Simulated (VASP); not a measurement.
Write the native input for VASP 6.6.1 that does the following.

| Quantity | Value |
| --- | --- |
| Task | core levels |
| Functional | LDA |
| Potentials or basis | VASP PAW LDA potentials, release 64 (Ni, O) |
| Cutoff | 520 eV |
| k mesh | 11 × 11 × 11 |
| Occupations | gaussian, width 0.02 eV |
| Spin | collinear spin, ferromagnetic start |
| Starting moments | [1.0, 0.0] μB |
| Further INCAR settings | ALGO = Normal; EDIFF = 1e-06 |

The structure of NiO lies in POSCAR:

```
NiO
1.0
    0.0000000000      2.0913095100      2.0913095100
    2.0913095100      0.0000000000      2.0913095100
    2.0913095100      2.0913095100      0.0000000000
Ni O
1 1
Direct
    0.0000000000      0.0000000000      0.0000000000
    0.5000000000      0.5000000000      0.5000000000
```

One way to write it, as run:

INCAR

```
SYSTEM = NiO
  PREC = Accurate
  ENCUT = 520
  EDIFF = 1E-6
  ISMEAR = 0
  SIGMA = 0.02
  LREAL = .FALSE.
  LASPH = .TRUE.
  NELM = 100
  ALGO = Normal
  ISIF = 2
  LWAVE = .FALSE.
  LCHARG = .FALSE.
  ISPIN = 2
  MAGMOM = 1 0
  LORBIT = 11
  LMAXMIX = 4
  GGA = CA
  ICORELEVEL = 1
```

KPOINTS

```
regular mesh
0
G
  11 11 11
  0 0 0
```

Potentials or basis: VASP PAW LDA potentials, release 64 (Ni, O).

Launch:

```bash
$ cat potpaw_LDA.64/Ni/POTCAR potpaw_LDA.64/O/POTCAR > POTCAR
$ mpirun -np 1 vasp_std > vasp.out
```

It gave:

| Item | Value |
| --- | --- |
| Pressure | -21.2 GPa |
| Band gap on the k mesh | none (metal or under the smearing width) |
| Net moment | 0.36 μB per cell |
| Site moments | Ni +0.30; O +0.05 μB |
| Valence electrons inside the program's atomic spheres | Ni 9.07; O 4.89 |

Caveat: so large a pressure means that the cell lies far from this level's equilibrium, or that cutoff or potentials fall short; semilocal functionals often make such compounds metallic where correlation or magnetic order opens a gap, which also shifts bond lengths.

Run time: 12 s on 1 thread of Intel(R) Xeon(R) Platinum 8488C (Sapphire Rapids), with other jobs on the host, peak memory 0.15 GiB.
